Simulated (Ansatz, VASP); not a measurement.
## TaN in VASP and in Ansatz

```
Ta N
1.0
     0.00000    2.17900    2.17900
     2.17900    0.00000    2.17900
     2.17900    2.17900    0.00000
Ta N
1 1
Cartesian
  2.1790 2.1790 2.1790
  0.0000 0.0000 0.0000
```

Alike in both runs: task single point; functional PBEsol; k mesh 13 × 13 × 13; occupations gaussian, width 0.1 eV; no spin polarisation.

|  | VASP | Ansatz |
| --- | --- | --- |
| version | VASP 6.6.1 | Ansatz 0.2.0 |
| potentials or method | VASP PAW PBE potentials, release 64 (Ta_pv, N) | plane waves, PAW |
| plane-wave cutoff (eV) | 520 | 490 |
| valence electrons in the cell | 16 | 18 |

Ansatz gave:

| Property | Result |
| --- | --- |
| pressure (GPa) | 4.4 |

Which values does VASP return?

Pressure (GPa): 5.4.

The two sets of potentials don't hold the same shells in valence.

Caveats: the PAW data sets were made with another functional, which shifts forces and pressure a little (VASP). Spin-orbit coupling is left out, which matters for the levels of Ta.
